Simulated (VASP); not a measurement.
# As in VASP: relaxation of cell and atoms with PBE+D3(BJ)

Aim: the relaxation of cell and atoms of As with PBE+D3(BJ).

All numbers are computed with VASP 6.6.1; they aren't measurements. Logs are shortened: lines on timing, memory, paths and dates and some standing lists are left out, and cuts for length are marked.

### 1 The sheet as given

The cell holds a sheet with vacuum, 2 atoms: a = 3.600 Å, b = 3.600 Å, c = 17.400 Å, α = 90.00°, β = 90.00°, γ = 120.00°.

The cell was built by a generator and needn't be a form met in nature.

### 2 Relaxation of cell and atoms, PBE+D3(BJ)

INCAR reads:

```
SYSTEM = As
PREC = Accurate
ENCUT = 600
EDIFF = 1E-6
ISMEAR = 0
SIGMA = 0.03
LREAL = .FALSE.
LASPH = .TRUE.
NELM = 120
ALGO = Normal
ISIF = 3
LWAVE = .FALSE.
LCHARG = .FALSE.
GGA = PE
IVDW = 12
IBRION = 2
NSW = 60
EDIFFG = -0.005
LATTICE_CONSTRAINTS = .TRUE. .TRUE. .FALSE.
```

KPOINTS reads:

```
regular mesh
0
G
  12 12 1
  0 0 0
```

POSCAR reads:

```
As
1.0
    3.6000000000      0.0000000000      0.0000000000
   -1.8000000000      3.1176914500      0.0000000000
    0.0000000000      0.0000000000     17.4000000000
As
2
Direct
    0.3333330000      0.6666670000      0.4597701100
    0.6666670000      0.3333330000      0.5402298900
```

Potentials or basis: VASP PAW PBE potentials, release 64 (As).

On the command line:

```
$ cat potpaw_PBE.64/As/POTCAR > POTCAR
$ mpirun -np 1 vasp_std > vasp.out
```

OUTCAR:

```text
SYSTEM = As
   PREC = Accurate
   ENCUT = 600
   EDIFF = 1E-6
   ISMEAR = 0
   LREAL = .FALSE.
   LASPH = .TRUE.
   NELM = 120
   ISIF = 3
   GGA = PE
   IVDW = 12
   IBRION = 2
   NSW = 60
   EDIFFG = -0.005
 IVDW          = 12

 ion  position               nearest neighbor table
   1  0.333  0.667  0.460-   2 2.51   2 2.51   2 2.51
   2  0.667  0.333  0.540-   1 2.51   1 2.51   1 2.51

  LATTYP: Found a hexagonal cell.
 ALAT       =     3.6000000000
 C/A-ratio  =     4.8333333333

  Lattice vectors:

 A1 = (   3.6000000000,   0.0000000000,   0.0000000000)
 A2 = (  -1.8000000000,   3.1176914500,   0.0000000000)
 A3 = (   0.0000000000,   0.0000000000,  17.4000000000)

Analysis of symmetry for initial positions (statically):
=====================================================================
 Subroutine PRICEL returns:
 Original cell was already a primitive cell.

 Routine SETGRP: Setting up the symmetry group for a
 hexagonal supercell.

 Subroutine GETGRP returns: Found 12 space group operations
 (whereof 12 operations were pure point group operations)
 out of a pool of 24 trial point group operations.

The static configuration has the point symmetry D_3d.

Analysis of symmetry for dynamics (positions and initial velocities):
=====================================================================
 Subroutine PRICEL returns:
 Original cell was already a primitive cell.

 Routine SETGRP: Setting up the symmetry group for a
 hexagonal supercell.

 Subroutine GETGRP returns: Found 12 space group operations
 (whereof 12 operations were pure point group operations)
 out of a pool of 24 trial point group operations.

The dynamic configuration has the point symmetry D_3d.

 Subroutine INISYM returns: Found 12 space group operations
 (whereof 12 operations are pure point group operations),
 and found     1 'primitive' translations

----------------------------------------------------------------------------------------

                                     Primitive cell

  volume of cell :     195.2922

  direct lattice vectors                    reciprocal lattice vectors
     3.600000000  0.000000000  0.000000000     0.277777778  0.160375075  0.000000000
    -1.800000000  3.117691450  0.000000000     0.000000000  0.320750150  0.000000000
     0.000000000  0.000000000 17.400000000     0.000000000  0.000000000  0.057471264

  length of vectors
     3.600000000  3.599999997 17.400000000     0.320750150  0.320750150  0.057471264

  position of ions in fractional coordinates (direct lattice)
     0.333333000  0.666667000  0.459770110
     0.666667000  0.333333000  0.540229890

  ion indices of the primitive-cell ions
   primitive index   ion index
                 1           1
                 2           2

----------------------------------------------------------------------------------------

 KPOINTS: regular mesh

Automatic generation of k-mesh.
 Grid dimensions read from file:
 generate k-points for:   12   12    1

 Generating k-lattice:

  Cartesian coordinates                     Fractional coordinates (reciprocal lattice)
     0.023148148  0.013364590  0.000000000     0.083333333  0.000000000  0.000000000
     0.000000000  0.026729179  0.000000000     0.000000000  0.083333333  0.000000000
     0.000000000  0.000000000  0.057471264     0.000000000  0.000000000  1.000000000

  Length of vectors
     0.026729179  0.026729179  0.057471264

  Shift w.r.t. Gamma in fractional coordinates (k-lattice)
     0.000000000  0.000000000  0.000000000

 Subroutine IBZKPT returns following result:
 ===========================================

 Found     19 irreducible k-points:

 Following reciprocal coordinates:
            Coordinates               Weight
  0.000000  0.000000  0.000000      1.000000
  0.083333  0.000000  0.000000      6.000000
  0.166667  0.000000  0.000000      6.000000
  0.250000 -0.000000  0.000000      6.000000
  0.333333  0.000000  0.000000      6.000000
  0.416667  0.000000  0.000000      6.000000
[... 11 lines left out ...]
  0.333333  0.250000  0.000000     12.000000
  0.333333  0.333333  0.000000      2.000000
   k-points           NKPTS =     19   k-points in BZ     NKDIM =     19   number of bands    NBANDS=      9
   number of dos      NEDOS =    301   number of ions     NIONS =      2
   total plane-waves  NPLWV = 126000
   dimension x,y,z NGX =    30 NGY =   30 NGZ =  140
   dimension x,y,z NGXF=    60 NGYF=   60 NGZF=  280
   ions per type =               2
   NGX,Y,Z   is equivalent  to a cutoff of  13.85, 13.85, 13.38 a.u.
   NGXF,Y,Z  is equivalent  to a cutoff of  27.71, 27.71, 26.75 a.u.
 SYSTEM =  As
   PREC   = accura    normal or accurate (medium, high low for compatibility)
   ISTART =      0    job   : 0-new  1-cont  2-samecut
   ICHARG =      2    charge: 1-file 2-atom 10-const
   ISPIN  =      1    spin polarized calculation?
   LNONCOLLINEAR =      F non collinear calculations
   LSORBIT =      F    spin-orbit coupling
   LASPH  =      T    aspherical Exc in radial PAW
   ENCUT  =  600.0 eV  44.10 Ry    6.64 a.u.   7.19  7.19 34.75*2*pi/ulx,y,z
   NELM   =    120;   NELMIN=  2; NELMDL= -5     # of ELM steps
   EDIFF  = 0.1E-05   stopping-criterion for ELM
   LREAL  =      F    real-space projection
   EDIFFG = -.5E-02   stopping-criterion for IOM
   NSW    =     60    number of steps for IOM
   IBRION =      2    ionic relax: 0-MD 1-quasi-New 2-CG
   NFREE  =      1    steps in history (QN), initial steepest desc. (CG)
   ISIF   =      3    stress and relaxation
   ISYM   =      2    0-nonsym 1-usesym 2-fastsym
   POTIM  = 0.5000    time-step for ionic-motion
   TEBEG  =    0.0;   TEEND  =   0.0 temperature during run
   PSTRESS=    0.0 pullay stress
   NELECT =      10.0000    total number of electrons
   NUPDOWN=      -1.0000    fix difference up-down
   EMIN   =  10.00;   EMAX   =-10.00  energy-range for DOS
   EFERMI =   0.00;   METHOD = LEGACY
   ISMEAR =     0;   SIGMA  =   0.03  broadening in eV -4-tet -1-fermi 0-gaus
   EFERMI_NEDOS =   21; number of points for ismear=-14 and -15
   IALGO  =     38    algorithm
   IMIX   =      4    mixing-type and parameters
     AMIX     =   0.40;   BMIX     =  1.00
     AMIX_MAG =   1.60;   BMIX_MAG =  1.00
  volume/ion in A,a.u.               =      97.65       658.95
  Fermi-wavevector in a.u.,A,eV,Ry     =   0.607920  1.148803  5.028263  0.369567
  Thomas-Fermi vector in A             =   1.662559
   LORBIT       =      0    0 simple, 1 ext, 2 COOP (PROOUT), +10 PAW based schemes
   GGA     = PE    functional components
   LHFCALC =     F    Hartree Fock is set to
   AEXX    =    0.0000 exact exchange contribution
   IVDW    =    12    specifies the selected vdW correction
   LEPSILON=     F    determine dielectric tensor
   LRPA    =     F    only Hartree local field effects (RPA)
 conjugate gradient relaxation of ions
 non-spin polarized calculation
 Gauss-broadening in eV      SIGMA  =   0.03
  energy-cutoff  :      600.00
  volume of cell :      195.29
 maximum number of plane-waves:      6540
 NGX is ok and might be reduce to    30
   NGX = 15   NGY = 15   NGZ = 69

--------------------------------------- Ionic step        1  -------------------------------------------

 number of electron      10.0000000 magnetization

 number of electron       9.9999999 magnetization

 Free energy of the ion-electron system (eV)
  ---------------------------------------------------
  ext. energy  EPLUGINS =         0.00000000
  ---------------------------------------------------
  free energy    TOTEN  =        -9.33327419 eV

  energy without entropy =       -9.33327419  energy(sigma->0) =       -9.33327419

------------------------ aborting loop because EDIFF is reached ----------------------------------------

 Edisp (eV)   -0.41737

 E8    (eV) :    -0.1892

  FORCE on cell =-STRESS in cart. coord.  units (eV):
  Direction    XX          YY          ZZ          XY          YZ          ZX
  --------------------------------------------------------------------------------------
  -------------------------------------------------------------------------------------
  Total      -0.34374    -0.34374    -0.05894     0.00000     0.00000     0.00000
  in kB      -2.82002    -2.82002    -0.48353     0.00000     0.00000     0.00000
  external pressure =       -2.04 kB  Pullay stress =        0.00 kB

 VOLUME and BASIS-vectors are now :
 -----------------------------------------------------------------------------
  energy-cutoff  :      600.00
  volume of cell :      195.29
      direct lattice vectors                 reciprocal lattice vectors
     3.600000000  0.000000000  0.000000000     0.277777778  0.160375075  0.000000000
    -1.800000000  3.117691450  0.000000000     0.000000000  0.320750150  0.000000000
     0.000000000  0.000000000 17.400000000     0.000000000  0.000000000  0.057471264
[... 81 lines left out ...]
 POSITION                                       TOTAL-FORCE (eV/Angst)
 -----------------------------------------------------------------------------------
     -0.00000      2.06558      8.00139        -0.000000      0.000000     -0.078021
      1.78885      1.03279      9.39861         0.000000     -0.000000      0.078021
 -----------------------------------------------------------------------------------
    total drift:                                0.000000     -0.000000      0.000000

  FREE ENERGIE OF THE ION-ELECTRON SYSTEM (eV)
  ---------------------------------------------------
  free  energy   TOTEN  =        -9.7528536969 eV

  energy  without entropy=       -9.7528536969  energy(sigma->0) =       -9.75285370

--------------------------------------- Ionic step        4  -------------------------------------------

 number of electron      10.0000000 magnetization

 Free energy of the ion-electron system (eV)
  ---------------------------------------------------
  ext. energy  EPLUGINS =         0.00000000
  ---------------------------------------------------
  free energy    TOTEN  =        -9.32940802 eV

  energy without entropy =       -9.32940802  energy(sigma->0) =       -9.32940802

 E-fermi :  -2.8699     XC(G=0):  -3.0209

 val. band max:       -3.0646729727   @ k =   0.0000   0.0000   0.0000
 cond. band min:      -1.5362300007   @ k =   0.3333   0.0000   0.0000
 fundamental gap:      1.5284429720
 Fermi energy:        -2.8698559616

 k-point     1 :       0.0000    0.0000    0.0000
  band No.  band energies     occupation
      1     -16.7337      2.00000
      2     -10.3803      2.00000
      3      -3.7897      2.00000
      4      -3.0647      2.00000
      5      -3.0647      2.00000
      6      -1.0446      0.00000
      7       0.4310      0.00000
      8       0.4311      0.00000
      9       1.7029      0.00000

 k-point     2 :       0.0833    0.0000    0.0000
  band No.  band energies     occupation
      1     -16.6393      2.00000
      2     -10.3613      2.00000
      3      -3.9793      2.00000
      4      -3.7409      2.00000
      5      -3.2788      2.00000
      6      -0.4439      0.00000
      7       0.3286      0.00000
      8       0.6453      0.00000
      9       1.8454      0.00000
[... 228 lines left out ...]
 POSITION                                       TOTAL-FORCE (eV/Angst)
 -----------------------------------------------------------------------------------
     -0.00000      2.06308      7.99800        -0.000000      0.000000     -0.004472
      1.78668      1.03154      9.40200         0.000000     -0.000000      0.004472
 -----------------------------------------------------------------------------------
    total drift:                                0.000000     -0.000000      0.000000

  FREE ENERGIE OF THE ION-ELECTRON SYSTEM (eV)
  ---------------------------------------------------
  free  energy   TOTEN  =        -9.7531436876 eV

  energy  without entropy=       -9.7531436876  energy(sigma->0) =       -9.75314369

 reached required accuracy - stopping structural energy minimisation
```

Wall time 56 s (1 thread of Intel Xeon 6975P-C (Granite Rapids), shared host); peak memory 0.38 GiB.

What came out:

```
Free energy                            : -9.7531 eV
Relaxed volume                         : 96.21 Å³/atom
Relaxed cell                           : a = 3.573 Å, b = 3.573 Å, c = 17.400 Å, α = 90.00°, β = 90.00°, γ = 120.00°
Space group after relaxing (to 0.05 Å) : P-3m1 (No. 164)
Energy gained by relaxing              : 1.2 meV/atom
Ionic steps                            : 4
Largest force after relaxing           : 0.004 eV/Å
Band gap on the k mesh                 : 1.53 eV, indirect (least direct gap 2.02 eV)
Dispersion energy per atom             : -0.212 eV
```

Forces in eV/Å, atoms in the order of the input:
```
As   0.000  0.000 -0.004
As   0.000  0.000  0.004
```

The path:
```csv
step,energy change (eV),largest force (eV/Å),pressure (GPa),volume (Å³)
1,0.0000,0.0387,-0.20,195.29
2,-0.0019,0.1186,0.10,192.07
3,-0.0022,0.0780,0.02,192.88
4,-0.0025,0.0045,0.00,192.41
```

Final structure:
```xyz
2
Lattice="3.5734 0.0000 0.0000 -1.7867 3.0946 0.0000 0.0000 0.0000 17.4000" Properties=species:S:1:pos:R:3 pbc="T T T"
As    0.0000    2.0631    7.9980
As    1.7867    1.0315    9.4020
```

Levels at points of the mesh, in eV from the valence-band top:
```tsv
k point	band 3	band 4	band 5	band 6	band 7	band 8
(0.00, 0.00, 0.00)	-0.72	0.00	0.00	2.02	3.50	3.50
(0.50, 0.00, 0.00)	-3.55	-1.93	-1.71	1.92	3.01	4.47
```
